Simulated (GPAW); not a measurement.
A calculation with GPAW 26.7.0 of Ge (ASE script, structure typed inline):

The input run.py:

```python
from ase import Atoms
from ase.dft.bandgap import bandgap
from ase.io import write
from ase.units import Bohr, GPa
from gpaw import GPAW, PW
from gpaw.elf import elf_from_dft_calculation

atoms = Atoms(['Ge'],
              cell=[[2.71047, 0.0, 0.0],
                    [0.0, 2.71047, 0.0],
                    [0.0, 0.0, 2.71047]],
              scaled_positions=[[0.0, 0.0, 0.0]],
              pbc=True)

calc = GPAW(mode=PW(600),
            xc='PBE',
            kpts={'size': (10, 10, 10), 'gamma': True},
            occupations={'name': 'fermi-dirac', 'width': 0.05},
            nbands=8,
            convergence={'density': 1e-05, 'energy': 1e-05},
            maxiter=150,
            txt='gpaw.txt')
atoms.calc = calc
energy = atoms.get_potential_energy()
forces = atoms.get_forces()
stress = atoms.get_stress()
calc.write('gs.gpw')
write('result.traj', atoms)
print(f'Energy: {energy:.6f} eV')
print('Forces (eV/A):')
print(forces.round(4))
print('Stress (GPa):', (stress / GPa).round(3))
print('Fermi level:', round(calc.get_fermi_level(), 4), 'eV')
print(f'Gap: {bandgap(calc)[0]:.4f} eV, direct: {bandgap(calc, direct=True)[0]:.4f} eV')

# fields on the real-space grid
write('density.cube', atoms, data=calc.get_pseudo_density() * Bohr**3)
write('potential.cube', atoms, data=calc.get_electrostatic_potential())
write('elf.cube', atoms, data=elf_from_dft_calculation(calc).data)
```

Potentials or basis: GPAW PAW data sets (gpaw-data 1.2.1), pw.

The run is started by

```sh
$ OMP_NUM_THREADS=1 python run.py
```

The cell was built by a generator and needn't be a form met in nature.

Q: Write the same calculation in another form: native input, structure from a P1 CIF.

A: As run:

File run.py:

```python
from ase.io import read
from gpaw import PW
from gpaw.dft import DFT

atoms = read('Ge.cif')

dft = DFT(atoms,
          mode=PW(600),
          xc='PBE',
          kpts={'size': (10, 10, 10), 'gamma': True},
          occupations={'name': 'fermi-dirac', 'width': 0.05},
          nbands=8,
          convergence={'density': 1e-05, 'energy': 1e-05},
          maxiter=150,
          txt='gpaw.txt')
print(f'Energy: {dft.calculate_energy():.6f} eV')
print('Forces (eV/A):')
print(dft.calculate_forces().round(4))
print('Stress (eV/A^3):', dft.calculate_stress().round(6))
dft.write_gpw_file('gs.gpw')
```

Contents of Ge.cif:

```cif
data_Ge
_cell_length_a 2.71047000
_cell_length_b 2.71047000
_cell_length_c 2.71047000
_cell_angle_alpha 90.00000000
_cell_angle_beta 90.00000000
_cell_angle_gamma 90.00000000
_space_group_name_H-M_alt 'P1'
_space_group_name_Hall 'P 1'
_space_group_IT_number 1
loop_
_space_group_symop_operation_xyz
'x,y,z'
loop_
_atom_site_label
_atom_site_type_symbol
_atom_site_symmetry_multiplicity
_atom_site_Wyckoff_symbol
_atom_site_fract_x
_atom_site_fract_y
_atom_site_fract_z
_atom_site_occupancy
Ge1 Ge 1 a 0.0000000000 0.0000000000 0.0000000000 1
```

Potentials or basis: GPAW PAW data sets (gpaw-data 1.2.1), pw.

Launch:

```console
$ OMP_NUM_THREADS=1 python run.py
```

Both were run:

|  | ASE script, structure typed inline | native input, structure from a P1 CIF |
| --- | --- | --- |
| Pressure | -0.6 GPa | -0.6 GPa |
| Band gap on the k mesh | none (metal or under the smearing width) | none (metal or under the smearing width) |

Keys that steer only the numerical path or the files written may differ.
